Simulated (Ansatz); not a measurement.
Zinc-blende AlSb, treated with PBE (Ansatz, an electronic-structure program, plane waves, PAW).

Run with plane-wave cutoff 500 eV, 10×10×10 k mesh, gaussian smearing 0.02 eV, scalar-relativistic PAW data made under PBE.

Cell (relaxed at this level):

```
CELL_PARAMETERS angstrom
      0.00000     3.11241     3.11241
      3.11241     0.00000     3.11241
      3.11241     3.11241     0.00000
ATOMIC_POSITIONS crystal
  Al 0.00000 0.00000 0.00000
  Sb 0.25000 0.25000 0.25000
```

Give the computed band gap.


band gap: 1.24 eV (on the SCF k mesh)

Measured, for comparison: band gap 1.73 eV (zero-point renormalisation of 35 meV (experimental, the table's column) added back here, indirect; inputs from Miglio et al. (2020), arXiv:2011.12765).

Spin–orbit coupling is not included; with these elements it can move the gap by several tenths of an eV or more.

The computed numbers hold no vibrational or temperature effects.

Computing time: roughly 40 core-seconds.
